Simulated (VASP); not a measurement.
# H (I4/mmm) in VASP: a series of runs, part 2 of 2

VASP 6.6.1. The steps go on from the part before.

### Step 3. Single point, PBE

INCAR reads:

```
SYSTEM = H
  PREC = Low
  ENCUT = 550
  EDIFF = 1E-6
  ISMEAR = 0
  SIGMA = 0.05
  LREAL = .FALSE.
  LASPH = .TRUE.
  NELM = 100
  ALGO = Normal
  ISIF = 2
  LWAVE = .FALSE.
  LCHARG = .FALSE.
  GGA = PE
  ADDGRID = .FALSE.
```

KPOINTS reads:

```
Automatic mesh
0
G
  7 7 7
  0 0 0
```

POSCAR reads:

```
H
1.0
   -1.6915344700      1.6915344700      2.0584739900
    1.6915344700     -1.6915344700      2.0584739900
    1.6915344700      1.6915344700     -2.0584739900
H
2
Direct
    0.0961830000      0.0949540000      0.0224580000
    0.9170920000      0.8909110000      0.0100700000
```

Potentials or basis: VASP PAW PBE potentials, release 64 (H).

Launch:

```
> cat potpaw_PBE.64/H/POTCAR > POTCAR
> mpirun -np 1 vasp_std > vasp.out
```

OUTCAR:

```text
SYSTEM = H
   PREC = Low
   ENCUT = 550
   EDIFF = 1E-6
   ISMEAR = 0
   LREAL = .FALSE.
   LASPH = .TRUE.
   NELM = 100
   ISIF = 2
   GGA = PE

 Found    172 irreducible k-points:

 Following reciprocal coordinates:
            Coordinates               Weight
  0.000000  0.000000  0.000000      1.000000
  0.142857  0.000000  0.000000      2.000000
  0.000000  0.142857  0.000000      2.000000
  0.000000  0.142857 -0.142857      2.000000
  0.142857  0.000000 -0.142857      2.000000
  0.285714 -0.000000  0.000000      2.000000
   k-points           NKPTS =    172   k-points in BZ     NKDIM =    172   number of bands    NBANDS=      5
   number of dos      NEDOS =    301   number of ions     NIONS =      2
   total plane-waves  NPLWV =   5832
   dimension x,y,z NGX =    18 NGY =   18 NGZ =   18
   dimension x,y,z NGXF=    18 NGYF=   18 NGZF=   18
   ions per type =               2
   NGX,Y,Z   is equivalent  to a cutoff of   9.48,  9.48,  9.48 a.u.
   NGXF,Y,Z  is equivalent  to a cutoff of   9.48,  9.48,  9.48 a.u.
 SYSTEM =  H
   PREC   = low       normal or accurate (medium, high low for compatibility)
   ISTART =      0    job   : 0-new  1-cont  2-samecut
   ICHARG =      2    charge: 1-file 2-atom 10-const
   ISPIN  =      1    spin polarized calculation?
   LNONCOLLINEAR =      F non collinear calculations
   LSORBIT =      F    spin-orbit coupling
   LASPH  =      T    aspherical Exc in radial PAW
   ENCUT  =  550.0 eV  40.42 Ry    6.36 a.u.   6.03  6.03  6.03*2*pi/ulx,y,z
   NELM   =    100;   NELMIN=  2; NELMDL= -5     # of ELM steps
   EDIFF  = 0.1E-05   stopping-criterion for ELM
   LREAL  =      F    real-space projection
   EDIFFG = 0.1E-04   stopping-criterion for IOM
   NSW    =      0    number of steps for IOM
   IBRION =     -1    ionic relax: 0-MD 1-quasi-New 2-CG
   NFREE  =      0    steps in history (QN), initial steepest desc. (CG)
   ISIF   =      2    stress and relaxation
   ISYM   =      2    0-nonsym 1-usesym 2-fastsym
   POTIM  = 0.5000    time-step for ionic-motion
   TEBEG  =    0.0;   TEEND  =   0.0 temperature during run
   PSTRESS=    0.0 pullay stress
   NELECT =       2.0000    total number of electrons
   NUPDOWN=      -1.0000    fix difference up-down
   EMIN   =  10.00;   EMAX   =-10.00  energy-range for DOS
   EFERMI =   0.00;   METHOD = LEGACY
   ISMEAR =     0;   SIGMA  =   0.05  broadening in eV -4-tet -1-fermi 0-gaus
   EFERMI_NEDOS =   21; number of points for ismear=-14 and -15
   IALGO  =     38    algorithm
   IMIX   =      4    mixing-type and parameters
     AMIX     =   0.40;   BMIX     =  1.00
     AMIX_MAG =   1.60;   BMIX_MAG =  1.00
  volume/ion in A,a.u.               =      11.78        79.49
  Fermi-wavevector in a.u.,A,eV,Ry     =   0.719497  1.359653  7.043413  0.517676
  Thomas-Fermi vector in A             =   1.808708
   LORBIT       =      0    0 simple, 1 ext, 2 COOP (PROOUT), +10 PAW based schemes
   GGA     = PE    functional components
   LHFCALC =     F    Hartree Fock is set to
   AEXX    =    0.0000 exact exchange contribution
   IVDW    =     0    specifies the selected vdW correction
   LEPSILON=     F    determine dielectric tensor
   LRPA    =     F    only Hartree local field effects (RPA)
 non-spin polarized calculation
 Gauss-broadening in eV      SIGMA  =   0.05
  energy-cutoff  :      550.00
  volume of cell :       23.56
 maximum number of plane-waves:       708
   NGX = 11   NGY = 11   NGZ = 11

 number of electron       2.0000016 magnetization

 Free energy of the ion-electron system (eV)
  ---------------------------------------------------
  ext. energy  EPLUGINS =         0.00000000
  ---------------------------------------------------
  free energy    TOTEN  =        -6.77840255 eV

  energy without entropy =       -6.77840255  energy(sigma->0) =       -6.77840255

 E-fermi :  -7.8379     XC(G=0):  -5.3781

 val. band max:       -8.0544725097   @ k =  -0.4286   0.4286   0.4286
 cond. band min:       0.7397791295   @ k =   0.0000   0.4286  -0.0000
 fundamental gap:      8.7942516392
 Fermi energy:        -7.8378889655

 k-point     1 :       0.0000    0.0000    0.0000
  band No.  band energies     occupation
      1     -10.4352      2.00000
      2       5.5921      0.00000
      3       8.6345      0.00000
      4      15.3807      0.00000
      5      15.3923      0.00000

 k-point     2 :       0.1429    0.0000    0.0000
  band No.  band energies     occupation
      1     -10.1891      2.00000
      2       4.4705      0.00000
      3       9.0830      0.00000
      4      13.2796      0.00000
      5      14.1260      0.00000
[... 25 lines left out ...]
 k-point     6 :       0.2857   -0.0000    0.0000
  band No.  band energies     occupation
      1      -9.5592      2.00000
      2       2.4696      0.00000
      3       9.3455      0.00000
      4      11.0240      0.00000
      5      12.8752      0.00000

 [... further k-points ...]

------------------------ aborting loop because EDIFF is reached ----------------------------------------

  FORCE on cell =-STRESS in cart. coord.  units (eV):
  Direction    XX          YY          ZZ          XY          YZ          ZX
  --------------------------------------------------------------------------------------
  -------------------------------------------------------------------------------------
  Total        0.0371019      0.0401920     -0.3666191      0.0010510      0.0112981     -0.0361658
  in kB        2.5231327      2.7332755    -24.9320850      0.0714724      0.7683340     -2.4594711
  external PRESSURE =      -6.5585589 kB  Pullay stress =       0.0000000 kB

 VOLUME and BASIS-vectors are now :
 -----------------------------------------------------------------------------
  energy-cutoff  :      550.00
  volume of cell :       23.56
      direct lattice vectors                 reciprocal lattice vectors
    -1.691534470  1.691534470  2.058473990     0.000000000  0.295589602  0.242898381
     1.691534470 -1.691534470  2.058473990     0.295589602  0.000000000  0.242898381
     1.691534470  1.691534470 -2.058473990     0.295589602  0.295589602  0.000000000

 POSITION                                       TOTAL-FORCE (eV/Angst)
 -----------------------------------------------------------------------------------
      0.03591      0.04007      0.34722        -0.048396      0.015190     -0.539225
     -0.02725      0.06132      3.70100         0.048396     -0.015190      0.539225
 -----------------------------------------------------------------------------------
    total drift:                                0.000424      0.000351     -0.000058

  FREE ENERGIE OF THE ION-ELECTRON SYSTEM (eV)
  ---------------------------------------------------
  free  energy   TOTEN  =        -6.7784025503 eV

  energy  without entropy=       -6.7784025503  energy(sigma->0) =       -6.77840255
```

OSZICAR:

```text
N       E                     dE             d eps       ncg     rms          rms(c)
DAV:   1    -0.687240570615E+01   -0.68724E+01   -0.52673E+02  1725   0.279E+02
DAV:   2    -0.730169097827E+01   -0.42929E+00   -0.42929E+00  2330   0.169E+01
DAV:   3    -0.730276570960E+01   -0.10747E-02   -0.10747E-02  1875   0.825E-01
DAV:   4    -0.730276773477E+01   -0.20252E-05   -0.20252E-05  2270   0.399E-02
DAV:   5    -0.730276773822E+01   -0.34528E-08   -0.34528E-08  1960   0.127E-03    0.426E+00
DAV:   6    -0.694441427762E+01    0.35835E+00   -0.18806E-01  1810   0.205E+00    0.233E+00
DAV:   7    -0.677506417595E+01    0.16935E+00   -0.41671E-01  1820   0.324E+00    0.262E-01
DAV:   8    -0.677923138686E+01   -0.41672E-02   -0.83127E-03  1790   0.555E-01    0.163E-01
DAV:   9    -0.677839238845E+01    0.83900E-03   -0.20243E-03  1840   0.254E-01    0.114E-02
DAV:  10    -0.677839835080E+01   -0.59623E-05   -0.33856E-05  1955   0.493E-02    0.408E-03
DAV:  11    -0.677840244765E+01   -0.40968E-05   -0.45161E-06  1985   0.199E-02    0.220E-03
DAV:  12    -0.677840255028E+01   -0.10264E-06   -0.10926E-07  1480   0.290E-03
   1 F= -.67784026E+01 E0= -.67784026E+01  d E =-.230284E-11
```

Run time: 5.1 s. Hardware: 1 thread of Intel Xeon Platinum 8488C (Sapphire Rapids), shared host; peak memory 0.11 GiB.

These settings aren't checked as converged: the numbers below hold their error.

What came out:

| Item | Value |
| --- | --- |
| Free energy | -6.7784 eV |
| Pressure | -0.7 GPa |
| Largest force | 0.542 eV/Å |
| Band gap on the k mesh | 8.79 eV, indirect (least direct gap 9.54 eV) |

Caveat: an odd mesh through Γ misses points on the zone boundary, where band edges often lie.

### Step 4. Single point, PBE

INCAR: that of step 3 with these lines changed.

```diff
@@ -1,3 +1,3 @@
 SYSTEM = H
-  PREC = Low
+  PREC = Normal
   ENCUT = 550
```

KPOINTS is that of step 3.

POSCAR reads:

```
H
1.0
   -1.6915344700      1.6915344700      2.0584739900
    1.6915344700     -1.6915344700      2.0584739900
    1.6915344700      1.6915344700     -2.0584739900
H
2
Direct
    0.0901377100      0.0901377100      0.0000000000
    0.9098622900      0.9098622900      0.0000000000
```

Launch:

```
> cat potpaw_PBE.64/H/POTCAR > POTCAR
> mpirun -np 1 vasp_std > vasp.out
```

Run time: 2.1 s. Hardware: 1 thread of Intel Xeon Platinum 8488C (Sapphire Rapids), shared host; peak memory 0.11 GiB.

These settings aren't checked as converged: the numbers below hold their error.

Results:

```
Free energy            : -6.7820 eV
Pressure               : 0.7 GPa
Largest force          : 0.260 eV/Å
Band gap on the k mesh : 9.21 eV, indirect (least direct gap 9.98 eV)
```

Caveat: an odd mesh through Γ misses points on the zone boundary, where band edges often lie.

### Step 5. Single point, PBE

INCAR is that of step 4.

KPOINTS is that of step 4.

POSCAR reads:

```
H
1.0
   -1.6915344700      1.6915344700      2.0584739900
    1.6915344700     -1.6915344700      2.0584739900
    1.6915344700      1.6915344700     -2.0584739900
H
2
Direct
    0.0961830000      0.0949540000      0.0224580000
    0.9170920000      0.8909110000      0.0100700000
```

Potentials or basis: VASP PAW PBE potentials, release 64 (H).

Launch:

```
> cat potpaw_PBE.64/H/POTCAR > POTCAR
> mpirun -np 1 vasp_std > vasp.out
```

OUTCAR:

```text
SYSTEM = H
   PREC = Normal
   ENCUT = 550
   EDIFF = 1E-6
   ISMEAR = 0
   LREAL = .FALSE.
   LASPH = .TRUE.
   NELM = 100
   ISIF = 2
   GGA = PE

 Found    172 irreducible k-points:

 Following reciprocal coordinates:
            Coordinates               Weight
  0.000000  0.000000  0.000000      1.000000
  0.142857  0.000000  0.000000      2.000000
  0.000000  0.142857  0.000000      2.000000
  0.000000  0.142857 -0.142857      2.000000
  0.142857  0.000000 -0.142857      2.000000
[... 125 lines left out ...]
------------------------ aborting loop because EDIFF is reached ----------------------------------------

  FORCE on cell =-STRESS in cart. coord.  units (eV):
  Direction    XX          YY          ZZ          XY          YZ          ZX
  --------------------------------------------------------------------------------------
  -------------------------------------------------------------------------------------
  Total        0.0372402      0.0405303     -0.3662515      0.0007651      0.0122696     -0.0367035
  in kB        2.5325378      2.7562820    -24.9070830      0.0520317      0.8343966     -2.4960378
  external PRESSURE =      -6.5394211 kB  Pullay stress =       0.0000000 kB

 VOLUME and BASIS-vectors are now :
 -----------------------------------------------------------------------------
  energy-cutoff  :      550.00
  volume of cell :       23.56
      direct lattice vectors                 reciprocal lattice vectors
    -1.691534470  1.691534470  2.058473990     0.000000000  0.295589602  0.242898381
     1.691534470 -1.691534470  2.058473990     0.295589602  0.000000000  0.242898381
     1.691534470  1.691534470 -2.058473990     0.295589602  0.295589602  0.000000000

 POSITION                                       TOTAL-FORCE (eV/Angst)
 -----------------------------------------------------------------------------------
      0.03591      0.04007      0.34722        -0.048199      0.016168     -0.538697
     -0.02725      0.06132      3.70100         0.048199     -0.016168      0.538697
 -----------------------------------------------------------------------------------
    total drift:                                0.000009      0.000007     -0.000009

  FREE ENERGIE OF THE ION-ELECTRON SYSTEM (eV)
  ---------------------------------------------------
  free  energy   TOTEN  =        -6.7783199086 eV

  energy  without entropy=       -6.7783199086  energy(sigma->0) =       -6.77831991
```

Run time: 5.1 s. Hardware: 1 thread of Intel Xeon Platinum 8488C (Sapphire Rapids), shared host; peak memory 0.12 GiB.

These settings aren't checked as converged: the numbers below hold their error.

What came out:

| Quantity | Value |
| --- | --- |
| Free energy | -6.7783 eV |
| Pressure | -0.7 GPa |
| Largest force | 0.541 eV/Å |
| Band gap on the k mesh | 8.79 eV, indirect (least direct gap 9.54 eV) |

Caveat: an odd mesh through Γ misses points on the zone boundary, where band edges often lie.

### Step 6. Single point, PBE

INCAR: that of step 5 with these lines changed.

```diff
@@ -1,3 +1,3 @@
 SYSTEM = H
-  PREC = Normal
+  PREC = Accurate
   ENCUT = 550
@@ -6,3 +6,3 @@
   SIGMA = 0.05
-  LREAL = .FALSE.
+  LREAL = Auto
   LASPH = .TRUE.
```

KPOINTS is that of step 5.

POSCAR reads:

```
H
1.0
   -1.6915344700      1.6915344700      2.0584739900
    1.6915344700     -1.6915344700      2.0584739900
    1.6915344700      1.6915344700     -2.0584739900
H
2
Direct
    0.0901377100      0.0901377100      0.0000000000
    0.9098622900      0.9098622900      0.0000000000
```

Potentials or basis: VASP PAW PBE potentials, release 64 (H).

Launch:

```
> cat potpaw_PBE.64/H/POTCAR > POTCAR
> mpirun -np 1 vasp_std > vasp.out
```

Run time: 3.3 s. Hardware: 1 thread of Intel Xeon Platinum 8488C (Sapphire Rapids), shared host; peak memory 0.12 GiB.

The run converged, but some of its settings lie outside the range that counts as converged, so its numbers aren't taken as properties of the crystal.

What came out:

```
Free energy            : -6.7820 eV
Pressure               : 0.7 GPa
Largest force          : 0.260 eV/Å
Band gap on the k mesh : 9.21 eV, indirect (least direct gap 9.98 eV)
```

Caveat: an odd mesh through Γ misses points on the zone boundary, where band edges often lie.

### Step 7. For comparison

An earlier run on the cell as given: functional PBE; potentials or basis VASP PAW PBE potentials, release 64 (H); cutoff 520 eV; k mesh 11 × 11 × 11; occupations fermi-dirac, width 0.05 eV; no spin polarisation.

- Pressure: 0.6 GPa
- Largest force: 0.264 eV/Å
- Band gap on the k mesh: 9.05 eV, indirect (least direct gap 9.84 eV)
